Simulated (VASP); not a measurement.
# Al (Im-3m) in VASP: a series of runs

Aim: see how the results for Al move with the level of theory and the settings. Levels: BLYP, r2SCAN0. Tasks: single point.

Everything below comes from runs of VASP 6.6.1. Logs are shortened: lines on timing, memory, paths and dates and some standing lists are left out, and cuts for length are marked.

## 1. Starting point

The structure is cubic, space group Im-3m (No. 229). Conventional cell: a = 3.182 Å, b = 3.182 Å, c = 3.182 Å, α = 90.00°, β = 90.00°, γ = 90.00°. Around Al (site symmetry m-3m) lie 8 Al at 2.76 Å.

This isn't the form of Al at room conditions, which is fcc.

## 2. Single point, BLYP

File INCAR:

```
SYSTEM = Al
PREC = Accurate ; ENCUT = 520
EDIFF = 1E-7 ; ISMEAR = 0
SIGMA = 0.1 ; LREAL = .False.
LASPH = .True. ; NELM = 80
ALGO = Fast ; ISIF = 2
LWAVE = .False. ; LCHARG = .False.
GGA = B5 ; ALDAX = 1.0
AGGAX = 1.0 ; AGGAC = 1.0
ALDAC = 0.0 ; NBANDS = 8
```

File KPOINTS:

```
Automatic mesh
0
Gamma
  12 12 12
  0 0 0
```

File POSCAR:

```
Al
1.0
   -1.5912186900      1.5912186900      1.5912186900
    1.5912186900     -1.5912186900      1.5912186900
    1.5912186900      1.5912186900     -1.5912186900
Al
1
Direct
    0.0000000000      0.0000000000      0.0000000000
```

Potentials or basis: VASP PAW PBE potentials, release 64 (Al).

Command:

```console
cat potpaw_PBE.64/Al/POTCAR > POTCAR
mpirun -np 1 vasp_std > vasp.out
```

OUTCAR:

```text
SYSTEM = Al
   PREC = Accurate
   ENCUT = 520
   EDIFF = 1E-7
   ISMEAR = 0
   LREAL = .False.
   LASPH = .True.
   NELM = 80
   ISIF = 2
   GGA = B5

 ion  position               nearest neighbor table
   1  0.000  0.000  0.000-

  LATTYP: Found a body centered cubic cell.
 ALAT       =     3.1824373800

  Lattice vectors:

 A1 = (  -1.5912186900,   1.5912186900,   1.5912186900)
 A2 = (   1.5912186900,  -1.5912186900,   1.5912186900)
 A3 = (   1.5912186900,   1.5912186900,  -1.5912186900)

Analysis of symmetry for initial positions (statically):
=====================================================================
 Subroutine PRICEL returns:
 Original cell was already a primitive cell.

 Routine SETGRP: Setting up the symmetry group for a
 body centered cubic supercell.

 Subroutine GETGRP returns: Found 48 space group operations
 (whereof 48 operations were pure point group operations)
 out of a pool of 48 trial point group operations.

The static configuration has the point symmetry O_h .

Analysis of symmetry for dynamics (positions and initial velocities):
=====================================================================
 Subroutine PRICEL returns:
 Original cell was already a primitive cell.

 Routine SETGRP: Setting up the symmetry group for a
 body centered cubic supercell.

 Subroutine GETGRP returns: Found 48 space group operations
 (whereof 48 operations were pure point group operations)
 out of a pool of 48 trial point group operations.

The dynamic configuration has the point symmetry O_h .

 Subroutine INISYM returns: Found 48 space group operations
 (whereof 48 operations are pure point group operations),
 and found     1 'primitive' translations

----------------------------------------------------------------------------------------

                                     Primitive cell

  volume of cell :      16.1157

  direct lattice vectors                    reciprocal lattice vectors
    -1.591218690  1.591218690  1.591218690     0.000000000  0.314224565  0.314224565
     1.591218690 -1.591218690  1.591218690     0.314224565  0.000000000  0.314224565
     1.591218690  1.591218690 -1.591218690     0.314224565  0.314224565  0.000000000

  length of vectors
[... 80 lines left out ...]
   EDIFF  = 0.1E-06   stopping-criterion for ELM
   LREAL  =      F    real-space projection
   EDIFFG = 0.1E-05   stopping-criterion for IOM
   NSW    =      0    number of steps for IOM
   IBRION =     -1    ionic relax: 0-MD 1-quasi-New 2-CG
   NFREE  =      0    steps in history (QN), initial steepest desc. (CG)
   ISIF   =      2    stress and relaxation
   ISYM   =      2    0-nonsym 1-usesym 2-fastsym
   POTIM  = 0.5000    time-step for ionic-motion
   TEBEG  =    0.0;   TEEND  =   0.0 temperature during run
   PSTRESS=    0.0 pullay stress
   NELECT =       3.0000    total number of electrons
   NUPDOWN=      -1.0000    fix difference up-down
   EMIN   =  10.00;   EMAX   =-10.00  energy-range for DOS
   EFERMI =   0.00;   METHOD = LEGACY
   ISMEAR =     0;   SIGMA  =   0.10  broadening in eV -4-tet -1-fermi 0-gaus
   EFERMI_NEDOS =   21; number of points for ismear=-14 and -15
   IALGO  =     68    algorithm
   IMIX   =      4    mixing-type and parameters
     AMIX     =   0.40;   BMIX     =  1.00
     AMIX_MAG =   1.60;   BMIX_MAG =  1.00
  volume/ion in A,a.u.               =      16.12       108.75
  Fermi-wavevector in a.u.,A,eV,Ry     =   0.934757  1.766435 11.888371  0.873771
  Thomas-Fermi vector in A             =   2.061595
   LORBIT       =      0    0 simple, 1 ext, 2 COOP (PROOUT), +10 PAW based schemes
   GGA     = B5    functional components
   LHFCALC =     F    Hartree Fock is set to
   AEXX    =    0.0000 exact exchange contribution
   IVDW    =     0    specifies the selected vdW correction
   LEPSILON=     F    determine dielectric tensor
   LRPA    =     F    only Hartree local field effects (RPA)
 non-spin polarized calculation
 RMM-DIIS sequential band-by-band and
 Gauss-broadening in eV      SIGMA  =   0.10
  energy-cutoff  :      520.00
  volume of cell :       16.12
 maximum number of plane-waves:       466
   NGX = 11   NGY = 11   NGZ = 11

 number of electron       3.0000000 magnetization

 Free energy of the ion-electron system (eV)
  ---------------------------------------------------
  ext. energy  EPLUGINS =         0.00000000
  ---------------------------------------------------
  free energy    TOTEN  =        -2.57220685 eV

  energy without entropy =       -2.56980924  energy(sigma->0) =       -2.57100805

 E-fermi :   8.6866     XC(G=0):  -9.7653

 val. band max:        8.6078654102   @ k =   0.3333   0.0833   0.0000
 cond. band min:       8.6878678871   @ k =   0.3333   0.2500   0.0833
 fundamental gap:      0.0800024769
 Fermi energy:         8.6865627811

 k-point     1 :       0.0000    0.0000    0.0000
  band No.  band energies     occupation
      1      -2.5496      2.00000
      2      22.0486      0.00000
      3      22.0486      0.00000
      4      22.0486      0.00000
      5      23.4757      0.00000
      6      23.4757      0.00000
      7      23.4757      0.00000
      8      25.3434      0.00000
[... 243 lines left out ...]
 k-point    24 :       0.4167    0.0833    0.0833
  band No.  band energies     occupation
      1       4.7575      2.00000
      2       5.1857      2.00000
      3      13.7491      0.00000
      4      14.3103      0.00000
      5      22.8526      0.00000
      6      23.3618      0.00000
      7      29.8577      0.00000
      8      31.0876      0.00000

 [... further k-points ...]

------------------------ aborting loop because EDIFF is reached ----------------------------------------

  FORCE on cell =-STRESS in cart. coord.  units (eV):
  Direction    XX          YY          ZZ          XY          YZ          ZX
  --------------------------------------------------------------------------------------
  -------------------------------------------------------------------------------------
  Total        0.7817425      0.7817425      0.7817425      0.0000000      0.0000000     -0.0000000
  in kB       77.7185515     77.7185515     77.7185515      0.0000000      0.0000000     -0.0000000
  external PRESSURE =      77.7185515 kB  Pullay stress =       0.0000000 kB

 VOLUME and BASIS-vectors are now :
 -----------------------------------------------------------------------------
  energy-cutoff  :      520.00
  volume of cell :       16.12
      direct lattice vectors                 reciprocal lattice vectors
    -1.591218690  1.591218690  1.591218690     0.000000000  0.314224565  0.314224565
     1.591218690 -1.591218690  1.591218690     0.314224565  0.000000000  0.314224565
     1.591218690  1.591218690 -1.591218690     0.314224565  0.314224565  0.000000000

 POSITION                                       TOTAL-FORCE (eV/Angst)
 -----------------------------------------------------------------------------------
      0.00000      0.00000      0.00000         0.000000      0.000000     -0.000000
 -----------------------------------------------------------------------------------
    total drift:                                0.000000      0.000000      0.000000

  FREE ENERGIE OF THE ION-ELECTRON SYSTEM (eV)
  ---------------------------------------------------
  free  energy   TOTEN  =        -2.5722068530 eV

  energy  without entropy=       -2.5698092435  energy(sigma->0) =       -2.57100805
```

OSZICAR:

```text
N       E                     dE             d eps       ncg     rms          rms(c)
DAV:   1    -0.108567367139E+01   -0.10857E+01   -0.82014E+02  1152   0.200E+02
DAV:   2    -0.257189894122E+01   -0.14862E+01   -0.14645E+01  1616   0.193E+01
DAV:   3    -0.258032399420E+01   -0.84251E-02   -0.84243E-02  1448   0.154E+00
DAV:   4    -0.258035902374E+01   -0.35030E-04   -0.35029E-04  1672   0.867E-02
DAV:   5    -0.258035915195E+01   -0.12821E-06   -0.12858E-06  1456   0.377E-03    0.768E-01
RMM:   6    -0.257516923557E+01    0.51899E-02   -0.96422E-04  1152   0.213E-01    0.478E-01
RMM:   7    -0.257215674541E+01    0.30125E-02   -0.34349E-03  1352   0.403E-01    0.539E-02
RMM:   8    -0.257220096859E+01   -0.44223E-04   -0.17912E-04  1270   0.759E-02    0.235E-02
RMM:   9    -0.257220660943E+01   -0.56408E-05   -0.37469E-05  1294   0.356E-02    0.164E-02
RMM:  10    -0.257220687670E+01   -0.26727E-06   -0.30548E-06  1319   0.103E-02    0.113E-02
RMM:  11    -0.257220684695E+01    0.29752E-07   -0.11610E-06  1320   0.614E-03    0.125E-03
RMM:  12    -0.257220685303E+01   -0.60776E-08   -0.18126E-07  1137   0.291E-03
   1 F= -.25722069E+01 E0= -.25710080E+01  d E =-.239761E-02
```

stdout:

```text
POSCAR found type information on POSCAR Al
 POSCAR found :  1 types and       1 ions
 scaLAPACK will be used
 -----------------------------------------------------------------------------
|                                                                             |
|                                                                             |
|     You enforced a specific xc type in the INCAR file but a different       |
|     I HOPE YOU KNOW WHAT YOU ARE DOING!                                     |
|                                                                             |
 -----------------------------------------------------------------------------

 LDA part: xc-table for (Slater(with rela. corr.)+VWN5), standard interpolation
 POSCAR, INCAR and KPOINTS ok, starting setup
 FFT: planning ... GRIDC
 FFT: planning ... GRID_SOFT
 FFT: planning ... GRID
 WAVECAR not read
 entering main loop
```

Run time: 6.7 s. Hardware: 1 thread of Intel Xeon Platinum 8488C (Sapphire Rapids), shared host; peak memory 0.11 GiB.

What came out:

```
Free energy            : -2.5722 eV
Pressure               : 7.8 GPa
Band gap on the k mesh : none (metal or under the smearing width)
```

Levels at points of the mesh, in eV from the Fermi level:
| k point | band 1 | band 2 | band 3 | band 4 | band 5 | band 6 |
| --- | --- | --- | --- | --- | --- | --- |
| (0.00, 0.00, 0.00) | -11.24 | 13.36 | 13.36 | 13.36 | 14.79 | 14.79 |
| (0.50, 0.00, 0.00) | -4.30 | -3.90 | 8.21 | 8.39 | 10.19 | 11.61 |
| (0.50, 0.50, 0.50) | 1.88 | 1.88 | 1.88 | 3.18 | 3.18 | 5.61 |

Caveat: the PAW data sets were made with another functional, which shifts forces and pressure a little.

## 3. Single point, r2SCAN0, collinear spin, typed start

POSCAR is that of step 2.

File INCAR.step1:

```
ALGO = Normal
EDIFF = 1E-5
ENCUT = 520
GGA = PE
ISIF = 2
ISMEAR = 1
ISPIN = 2
LASPH = T
LCHARG = F
LORBIT = 11
LREAL = F
LWAVE = T
MAGMOM = -0.43
NBANDS = 12
NELM = 150
PREC = Accurate
SIGMA = 0.01
```

File INCAR.step2:

```
AEXX = 0.25
ALGO = Normal
EDIFF = 1E-6
ENCUT = 520
HFRCUT = -1
ISIF = 2
ISMEAR = 1
ISPIN = 2
ISTART = 1
LASPH = T
LCHARG = F
LHFCALC = T
LMIXTAU = T
LORBIT = 11
LREAL = F
LWAVE = F
MAGMOM = -0.43
METAGGA = R2SCAN
NBANDS = 12
NELM = 150
PREC = Accurate
PRECFOCK = Normal
SIGMA = 0.01
```

File KPOINTS:

```
k-points
0
Gamma
  7 7 7
```

Potentials or basis: VASP PAW PBE potentials, release 64 (Al).

Command:

```console
cat potpaw_PBE.64/Al/POTCAR > POTCAR
cp INCAR.step1 INCAR
mpirun -np 1 vasp_std > vasp.out
cp INCAR.step2 INCAR
mpirun -np 1 vasp_std > vasp.out
```

OUTCAR:

```text
AEXX = 0.25
   EDIFF = 1E-6
   ENCUT = 520
   ISIF = 2
   ISMEAR = 1
   ISPIN = 2
   ISTART = 1
   LASPH = T
   LHFCALC = T
   LORBIT = 11
   LREAL = F
   METAGGA = R2SCAN
   NELM = 150
   PREC = Accurate
   PRECFOCK = Normal

 ion  position               nearest neighbor table
   1  0.000  0.000  0.000-

[... 812 lines left out ...]

  FORCE on cell =-STRESS in cart. coord.  units (eV):
  Direction    XX          YY          ZZ          XY          YZ          ZX
  --------------------------------------------------------------------------------------
  -------------------------------------------------------------------------------------
  Total       -0.0278585     -0.0278585     -0.0278585      0.0000000     -0.0000000      0.0000000
  in kB       -2.7696106     -2.7696106     -2.7696106      0.0000000     -0.0000000      0.0000000
  external PRESSURE =      -2.7696106 kB  Pullay stress =       0.0000000 kB

 VOLUME and BASIS-vectors are now :
 -----------------------------------------------------------------------------
  energy-cutoff  :      520.00
  volume of cell :       16.12
      direct lattice vectors                 reciprocal lattice vectors
    -1.591218690  1.591218690  1.591218690     0.000000000  0.314224565  0.314224565
     1.591218690 -1.591218690  1.591218690     0.314224565  0.000000000  0.314224565
     1.591218690  1.591218690 -1.591218690     0.314224565  0.314224565  0.000000000

 POSITION                                       TOTAL-FORCE (eV/Angst)
 -----------------------------------------------------------------------------------
      0.00000      0.00000      0.00000         0.000000      0.000000      0.000000
 -----------------------------------------------------------------------------------
    total drift:                                0.000000      0.000000      0.000000

  FREE ENERGIE OF THE ION-ELECTRON SYSTEM (eV)
  ---------------------------------------------------
  free  energy   TOTEN  =        -6.5332480728 eV

  energy  without entropy=       -6.5331676420  energy(sigma->0) =       -6.53322126

 total charge

# of ion       s       p       d       tot
------------------------------------------
    1        0.514   0.359   0.000   0.873

 magnetization (x)

# of ion       s       p       d       tot
------------------------------------------
    1        0.028   0.009   0.000   0.038
```

OSZICAR.step1:

```text
N       E                     dE             d eps       ncg     rms          rms(c)
DAV:   1    -0.413945780371E+00   -0.41395E+00   -0.82239E+02   960   0.134E+02
DAV:   2    -0.356148671114E+01   -0.31475E+01   -0.30537E+01  1264   0.311E+01
DAV:   3    -0.360335817664E+01   -0.41871E-01   -0.41837E-01  1228   0.242E+00
DAV:   4    -0.360349481425E+01   -0.13664E-03   -0.13663E-03  1152   0.167E-01
DAV:   5    -0.360349578650E+01   -0.97225E-06   -0.97259E-06  1200   0.120E-02    0.156E+00
DAV:   6    -0.362562356769E+01   -0.22128E-01   -0.48101E-03  1124   0.241E-01    0.768E-01
DAV:   7    -0.361558432339E+01    0.10039E-01   -0.69593E-03  1096   0.266E-01    0.436E-01
DAV:   8    -0.361554049578E+01    0.43828E-04   -0.11165E-03  1120   0.115E-01    0.157E-01
DAV:   9    -0.361550849480E+01    0.32001E-04   -0.48599E-05  1172   0.237E-02    0.704E-02
DAV:  10    -0.361550527973E+01    0.32151E-05   -0.26643E-05  1092   0.188E-02
   1 F= -.36155053E+01 E0= -.36154785E+01  d E =-.804308E-04  mag=     0.0497
```

It took 4.8 min on 1 thread of Intel Xeon Platinum 8488C (Sapphire Rapids), shared host; peak memory 0.14 GiB.

Results:

```yaml
Free_energy: -6.5332 eV
Pressure: -0.3 GPa
Band_gap_on_the_k_mesh: none (metal or under the smearing width)
Net_moment: 0.09 μB per cell
Site_moments: Al +0.04 μB
Valence_electrons_inside_the_program's_atomic_spheres: Al 0.87
```

Caveat: the k mesh is coarse (spacing up to 0.40 Å⁻¹), so the values aren't converged, least of all with exact exchange; the PAW data sets were made with another functional, which shifts forces and pressure a little.
